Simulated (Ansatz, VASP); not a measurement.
## Two plane-wave programs on C

The input INCAR:

```
  PREC = Accurate
  ENCUT = 600
  EDIFF = 1E-7
  ISMEAR = 0
  SIGMA = 0.02
  LREAL = F
  LASPH = T
  NELM = 100
  ALGO = Normal
  ISIF = 3
  LWAVE = F
  LCHARG = F
  GGA = PE
  IBRION = 2
  NSW = 100
  EDIFFG = -0.01
```

The input KPOINTS:

```
regular mesh
0
Gamma
  8 8 10
```

File POSCAR:

```
C
1.0
    2.2737667485     -2.6903860891      0.0000000000
    2.2737667485      2.6903860891      0.0000000000
    0.0000000000      0.0000000000      3.0184650870
C
6
Direct
    0.6038199973      0.3961800027      0.2941060982
    0.8961800027      0.1038199973      0.2941060982
    0.3961800027      0.6038199973      0.7058939018
    0.1038199973      0.8961800027      0.7058939018
    0.7500000000      0.7500000000      0.0000000000
    0.2500000000      0.2500000000      0.0000000000
```

Input for Ansatz:

```yaml
crystal:
  lattice:
    - [2.2737667485, -2.6903860891, 0.0]
    - [2.2737667485, 2.6903860891, 0.0]
    - [0.0, 0.0, 3.018465087]
  atoms:
    - { symbol: C, position: [0.6038199973, 0.3961800027, 0.2941060982] }
    - { symbol: C, position: [0.8961800027, 0.1038199973, 0.2941060982] }
    - { symbol: C, position: [0.3961800027, 0.6038199973, 0.7058939018] }
    - { symbol: C, position: [0.1038199973, 0.8961800027, 0.7058939018] }
    - { symbol: C, position: [0.75, 0.75, 0.0] }
    - { symbol: C, position: [0.25, 0.25, 0.0] }
basis:
  ecutwfc: 420
kpoints:
  mp_grid: { grid: [8, 8, 10] }
hamiltonian:
  xc: pbe
scf:
  occupations: { method: gaussian, width: 0.02 }
output:
  forces: true
  stress: true
  eigenvalues: true
  write_density: true
  write_potential: true
  elf: true
  volumetric_format: npy
relax:
  adjacent_minimum: "off"
  f_tol: 0.01
  max_steps: 80
  cell: { stress_tol: 0.05 }
```

Alike in both runs: task relaxation of cell and atoms; functional PBE; k mesh 8 × 8 × 10; occupations gaussian, width 0.02 eV; no spin polarisation.

|  | VASP | Ansatz |
| --- | --- | --- |
| version | VASP 6.6.1 | Ansatz 0.2.0 |
| potentials or method | VASP PAW PBE potentials, release 64 (C) | scalar-relativistic, plane waves, PAW |
| plane-wave cutoff (eV) | 600 | 420 |
| valence electrons in the cell | 24 | 24 |

Ansatz gave:

```
gap on the k mesh at the Fermi level, each at its own relaxed structure (eV) : 1.16
relaxed volume (Å³/atom)                                                     : 6.16
relaxed cell length with the largest relative difference (Å)                 : 3.018
```

Which values does VASP return?

gap on the k mesh at the Fermi level, each at its own relaxed structure (eV): 1.15; relaxed volume (Å³/atom): 6.16; relaxed cell length with the largest relative difference (Å): 3.018.
